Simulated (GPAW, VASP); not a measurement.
Given: the input of a run of VASP 6.6.1 on MoS2. Measurements of this composition are mostly on another form, of space group No. 194.

Contents of INCAR:

```
PREC = Accurate
ENCUT = 550
EDIFF = 1E-6
ISMEAR = 0
SIGMA = 0.1
LREAL = False
LASPH = True
NELM = 100
ALGO = Normal
ISIF = 2
LWAVE = False
LCHARG = False
GGA = PS
NBANDS = 20
```

File KPOINTS:

```
Automatic mesh
0
Gamma
  10 10 10
```

The input POSCAR:

```
MoS2
1.0
    1.5800000000      0.9122134253      6.1500000000
   -1.5800000000      0.9122134253      6.1500000000
    0.0000000000     -1.8244268506      6.1500000000
Mo S
1 2
Cartesian
    0.0000000000      0.0000000000      0.0000000000
    0.0000000000      0.0000000000      7.6936500000
    0.0000000000      0.0000000000      4.6125000000
```

Potentials or basis: VASP PAW PBE potentials, release 64 (Mo_sv_GW, S_GW).

Run with:

```console
$ cat potpaw_PBE.64/Mo_sv_GW/POTCAR potpaw_PBE.64/S_GW/POTCAR > POTCAR
$ mpirun -np 1 vasp_std > vasp.out
```

Task: What does the same run look like in GPAW 26.7.0 (ASE script)? Potentials or basis there: PAW data sets generated for this functional, cutoff 600 eV.

Result: As run (cutoffs and basis follow the program's own potentials, and thresholds, step limits or extra output files can differ):

The input run.py:

```python
from ase import Atoms
from ase.dft.bandgap import bandgap
from ase.io import write
from ase.units import GPa
from gpaw import GPAW, PW, setup_paths

setup_paths.insert(0, '.')

atoms = Atoms(['Mo', 'S', 'S'],
              cell=[[1.58, 0.9122134253, 6.15],
                    [-1.58, 0.9122134253, 6.15],
                    [0.0, -1.8244268506, 6.15]],
              scaled_positions=[[0.0, 0.0, 0.0],
                                [0.417, 0.417, 0.417],
                                [0.25, 0.25, 0.25]],
              pbc=True)

calc = GPAW(mode=PW(600),
            xc='PBEsol',
            kpts={'size': (10, 10, 10), 'gamma': True},
            occupations={'name': 'methfessel-paxton', 'order': 0, 'width': 0.1},
            nbands=25,
            convergence={'density': 1e-05, 'energy': 1e-05},
            maxiter=150,
            txt='gpaw.txt')
atoms.calc = calc
energy = atoms.get_potential_energy()
forces = atoms.get_forces()
stress = atoms.get_stress()
calc.write('gs.gpw')
write('result.traj', atoms)
print(f'Energy: {energy:.6f} eV')
print('Forces (eV/A):')
print(forces.round(4))
print('Stress (GPa):', (stress / GPa).round(3))
print('Fermi level:', round(calc.get_fermi_level(), 4), 'eV')
print(f'Gap: {bandgap(calc)[0]:.4f} eV, direct: {bandgap(calc, direct=True)[0]:.4f} eV')
```

Potentials or basis: PAW data sets generated in the run's folder for this functional, pw.

Command:

```bash
$ gpaw-setup -f PBEsol Mo S
$ OMP_NUM_THREADS=1 python run.py
```

Both were run:

|  | VASP | GPAW |
| --- | --- | --- |
| Pressure | 0.2 GPa | 0.2 GPa |
| Largest force | 0.279 eV/Å | 0.257 eV/Å |

VASP's potentials were made for PBE.

Pressure is positive in compression.
